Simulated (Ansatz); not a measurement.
A run of Ansatz 0.2.0 is set up as follows.

File input.yaml:

```yaml
crystal:
  lattice:
    - [3.9535769233, 0.0, 0.0]
    - [-1.9767884617, 3.4238980514, 0.0]
    - [0.0, 0.0, 6.34252886]
  atoms:
    - { symbol: Mn, position: [0.6666666667, 0.3333333333, 0.49884467], spin: 4.0 }
    - { symbol: Mn, position: [0.3333333333, 0.6666666667, 0.99884467], spin: -4.0 }
    - { symbol: S, position: [0.3333333333, 0.6666666667, 0.6261543] }
    - { symbol: S, position: [0.6666666667, 0.3333333333, 0.1261543] }
hamiltonian:
  xc: lda
  pseudopotentials: { kind: paw }
  hubbard: { sites: [{ species: Mn, l: d, u_eff: 3.0 }] }
magnetization:
  spin_polarized: true
kpoints:
  mp_grid: { grid: [8, 8, 4] }
  band_path:
    path:
      - [[0.0, 0.0, 0.0], [0.5, 0.0, 0.0], [0.3333333333, 0.3333333333, 0.0], [0.0, 0.0, 0.0], [0.0, 0.0, 0.5], [0.5, 0.0, 0.5], [0.3333333333, 0.3333333333, 0.5], [0.0, 0.0, 0.5]]
      - [[0.5, 0.0, 0.5], [0.5, 0.0, 0.0]]
      - [[0.3333333333, 0.3333333333, 0.0], [0.3333333333, 0.3333333333, 0.5]]
    npoints: 14
scf:
  occupations: { method: gaussian, width: 0.05 }
  n_extra_bands: 10
output:
  forces: true
  stress: true
  eigenvalues: true
  fatbands: false
```

Potentials or basis: Ansatz PAW.

Command:

```console
$ ansatz run input.yaml --threads 2 --pin off --max-ram 5632MiB --backend cpu --events-out ev --progress --plain --runs-dir out
```

Task: Predict the pressure.

Result: -1.3 GPa.

Task: What does it give for the band gap along the path?

Result: 1.92 eV, indirect (least direct gap 2.17 eV).

Task: What does it give for the net moment?

Result: 0.00 μB per cell.

Stress tensor (GPa, compression positive):
```
-1.47  0.00  0.00
 0.00 -1.47  0.00
 0.00  0.00 -1.06
```

Caveat: the magnetic or orbital state may not be the lowest; the PAW data sets come from PBE, with cores solved anew for the run's functional, which leaves a small shift of forces and pressure. The state reached can hang on the start; a lower one may exist.
